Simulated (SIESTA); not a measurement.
**Er under changes of volume**

One of the cells (31.572 Å³/atom); the others are scaled copies at fixed shape and fractional positions:

```xyz
1
Lattice="-1.9910 1.9910 1.9910 1.9910 -1.9910 1.9910 1.9910 1.9910 -1.9910" Properties=species:S:1:pos:R:3 pbc="T T T"
Er    0.0000    0.0000    0.0000
```

This isn't the form of Er at room conditions, which is hcp.

| Item | Value |
| --- | --- |
| Program | SIESTA 5.4.2 |
| Functional | PBE |
| Potentials or basis | PseudoDojo 3+ lanthanides (4f in the core) (PBE files) |
| Basis | DZP (energy shift 0.002 Ry) |
| Grid cutoff | 800 Ry |
| Energy shift | 0.002 Ry |
| k mesh | 9 × 9 × 9 |
| Occupations | fermi-dirac, width 0.05 eV |
| Spin | collinear spin, ferromagnetic start |
| Starting moments | [3.0] μB |

```tsv
volume (Å³/atom)	energy over the lowest point (meV/atom)	pressure (GPa)
29.096	7.65	2.2
29.715	1.80	1.1
30.334	0.00	0.1
31.572	6.66	-1.7
32.191	14.83	-2.4
32.810	?	?
```

Problem. What does the run at 32.810 Å³/atom give?

Solution. Energy over the lowest point 25.59 meV/atom; pressure -3.1 GPa.

Worked out: A Birch-Murnaghan fit of order 3 (a polynomial in V^(-2/3)) to the other rows has its minimum at 30.34 Å³/atom with B0 = V·E''(V) = 46 GPa (rough, since the energies scatter). It gives 25.81 meV/atom at 32.810 Å³/atom, against the run's 25.59, and -dE/dV = -3.2 GPa, against -3.1.

Energies are extrapolated to zero smearing.

Caveats: the magnetic or orbital state may not be the lowest; semicore shells carry a single zeta, which can move pressures by several GPa and volumes by a few percent; the basis of atomic orbitals isn't converged, which shifts pressures, moduli and gaps.
